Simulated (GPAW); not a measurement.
A run of GPAW 26.7.0 is set up as follows.

Contents of run.py:

```python
from ase.calculators.mixing import SumCalculator
from ase.filters import FrechetCellFilter
from ase.io import read, write
from ase.optimize import BFGS
from dftd4.ase import DFTD4
from gpaw import GPAW, PW, setup_paths

setup_paths.insert(0, '.')

atoms = read('POSCAR')

calc = GPAW(mode=PW(600),
            xc='BLYP',
            kpts={'size': (6, 6, 2), 'gamma': True},
            occupations={'name': 'fermi-dirac', 'width': 0.05},
            nbands=46,
            convergence={'density': 1e-05, 'energy': 1e-05},
            eigensolver='davidson',
            maxiter=150,
            txt='gpaw.txt')
atoms.calc = SumCalculator([calc, DFTD4(method='blyp')])
opt = BFGS(FrechetCellFilter(atoms), trajectory='relax.traj', logfile='-')
done = opt.run(fmax=0.02, steps=40)
calc.write('gs.gpw')
write('result.traj', atoms)
print('Converged:', done)
print('Cell:', atoms.cell.cellpar().round(4))
print('Volume:', round(atoms.get_volume(), 4))
print(atoms.get_scaled_positions().round(5))
```

The input POSCAR:

```
WS2
1.0
    3.1800000000      0.0000000000      0.0000000000
   -1.5900000000      2.7539607840      0.0000000000
    0.0000000000      0.0000000000     12.5000000000
W S
2 4
Direct
    0.6666666667      0.3333333333      0.7500000000
    0.3333333333      0.6666666667      0.2500000000
    0.6666666667      0.3333333333      0.3750000000
    0.3333333333      0.6666666667      0.8750000000
    0.6666666667      0.3333333333      0.1250000000
    0.3333333333      0.6666666667      0.6250000000
```

Potentials or basis: PAW data sets generated in the run's folder for this functional, pw.

Launch:

```sh
$ gpaw-setup -f BLYP S W
$ OMP_NUM_THREADS=1 python run.py
```

(1) Estimate the band gap on the k mesh.

(2) Predict the relaxed cell.

Answers

(1) 0.83 eV, indirect (least direct gap 1.71 eV).

(2) a = 3.189 Å, b = 3.189 Å, c = 11.959 Å, α = 90.00°, β = 90.00°, γ = 120.00°.

Caveat: the k mesh is coarse; later steps reuse the first step's grids; spin-orbit coupling is left out, which moves the levels of the heavy elements.
